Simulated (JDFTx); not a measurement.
Zr:

```
Zr
1.0
     3.23200    0.00000    0.00000
    -1.61600    2.79899    0.00000
     0.00000    0.00000    5.14700
Zr
2
Direct
  0.66667 0.33333 0.75000
  0.33333 0.66667 0.25000
```

```yaml
Program: JDFTx 1.7.0 (patched build)
Task: relaxation of cell and atoms
Functional: PBE
Dispersion: D3(BJ)
Potentials_or_basis: PseudoDojo-SR-PBE-0.5-standard
Cutoff: 898 eV
Density_cutoff: 7184 eV
k_mesh: 9 × 9 × 5
Occupations: fermi-dirac, width 0.05 eV
Spin: no spin polarisation
```

At the start: pressure -3.2 GPa; volume 23.28 Å³/atom.

Problem. How do energy, volume and symmetry change on relaxing?

Solution. Over 7 steps the energy falls by 8.7 meV/atom and the volume is 22.48 Å³/atom (-3.4 %); space group P6_3/mmc (No. 194, to 0.05 Å).

Step by step:
| step | energy change (eV) | largest force (eV/Å) | pressure (GPa) | volume (Å³) |
| --- | --- | --- | --- | --- |
| 1 | 0.0000 | 0.0000 | -3.23 | 46.56 |
| 2 | -0.0058 | 0.0000 | -2.63 | 46.25 |
| 3 | -0.0169 | 0.0000 | 0.01 | 44.98 |
| 4 | -0.0172 | 0.0000 | -0.01 | 44.98 |
| 5 | -0.0174 | 0.0000 | 0.00 | 44.97 |
| 6 | -0.0174 | 0.0000 | 0.00 | 44.96 |
| 7 | -0.0174 | 0.0000 | 0.00 | 44.97 |

Final structure:
```
CELL_PARAMETERS angstrom
3.18282 0.00000 0.00000
-1.59141 2.75640 0.00000
0.00000 0.00000 5.12555
ATOMIC_POSITIONS crystal
Zr 0.66667 0.33333 0.75000
Zr 0.33333 0.66667 0.25000
```

Caveat: pairwise dispersion overbinds metals, which lowers pressure and volume.
